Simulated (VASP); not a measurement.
Ir:

```xyz
1
Lattice="-1.5255 1.5255 1.5255 1.5255 -1.5255 1.5255 1.5255 1.5255 -1.5255" Properties=species:S:1:pos:R:3 pbc="T T T"
Ir    0.0000    0.0000    0.0000
```

This isn't the form of Ir at room conditions, which is fcc.

| Quantity | Value |
| --- | --- |
| Program | VASP 6.6.1 |
| Task | relaxation of cell and atoms |
| Functional | RPBE |
| Potentials or basis | VASP PAW PBE potentials, release 64 (Ir) |
| Cutoff | 600 eV |
| k mesh | 20 × 20 × 20 |
| Occupations | gaussian, width 0.1 eV |
| Spin | no spin polarisation |

At the start: pressure 25.5 GPa; volume 14.20 Å³/atom.

Problem. Where does the relaxation end?

Solution. Over 18 steps the energy falls by 78.6 meV/atom and the volume is 15.26 Å³/atom (+7.5 %); space group Im-3m (No. 229, to 0.05 Å).

Step by step:
```csv
step,energy change (eV),largest force (eV/Å),pressure (GPa),volume (Å³)
1,0.0000,0.0000,25.51,14.20
2,0.5359,0.0000,-37.14,19.37
3,-0.0777,0.0000,-2.24,15.38
4,-0.0786,0.0000,-0.27,15.28
5,-0.0786,0.0000,0.15,15.26
6,-0.0786,0.0000,0.15,15.26
7,-0.0786,0.0000,0.15,15.26
8,-0.0786,0.0000,0.14,15.26
9,-0.0786,0.0000,0.14,15.26
10,-0.0786,0.0000,0.14,15.26
11,-0.0786,0.0000,0.14,15.26
12,-0.0786,0.0000,0.14,15.26
13,-0.0786,0.0000,0.14,15.26
14,-0.0786,0.0000,0.14,15.26
15,-0.0786,0.0000,0.13,15.26
16,-0.0786,0.0000,0.11,15.26
17,-0.0786,0.0000,0.09,15.26
18,-0.0786,0.0000,0.03,15.26
```

Final structure:
```cif
data_structure
_symmetry_space_group_name_H-M 'P 1'
_symmetry_Int_Tables_number 1
_cell_length_a 2.7066
_cell_length_b 2.7066
_cell_length_c 2.7066
_cell_angle_alpha 109.471
_cell_angle_beta 109.471
_cell_angle_gamma 109.471
_cell_volume 15.26
loop_
_atom_site_label
_atom_site_type_symbol
_atom_site_fract_x
_atom_site_fract_y
_atom_site_fract_z
_atom_site_occupancy
Ir1 Ir 0.00000 0.00000 0.00000 1
```

Caveat: the PAW data sets were made with another functional, which shifts forces and pressure a little.
